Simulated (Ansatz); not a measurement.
## Al₂Ru: iterations to self-consistency

Theory: DFT PBEsol, scalar-relativistic, plane waves, PAW in Ansatz 0.2.0.

```
Al Ru
1.0
     0.00000    3.98984    4.39153
     2.35247    0.00000    4.39153
     2.35247    3.98984    0.00000
Al Ru
4 2
Direct
  0.07906 0.42094 0.07906
  0.42094 0.07906 0.42094
  0.17094 0.82906 0.17094
  0.82906 0.17094 0.82906
  0.75000 0.75000 0.75000
  0.50000 0.50000 0.50000
```

- plane-wave cutoff: 420 eV
- Γ-centred k-mesh: 10×10×10
- occupation rule: Gaussian smearing, 0.01 eV
- spin treatment: unpolarised

Each run starts from superposed atomic densities and uses the program's default quasi-Newton mixer with a history of 8, at most 120 iterations and the default threshold on the density residual; only the mixing preconditioner differs.

```csv
mixing preconditioner,iterations,converged,"density residual (eV) at iterations 1, 3, 5"
none,8,yes,8.9 0.9 0.00037
kerker,8,yes,8.9 0.28 0.00025
ldos,8,yes,8.9 0.74 0.0021
local-kerker,8,yes,8.9 0.19 0.00015
```

Cost: 4 runs of about 2.1 core-minutes in all, on Intel Xeon Processor @ 2.70GHz (shared hosts).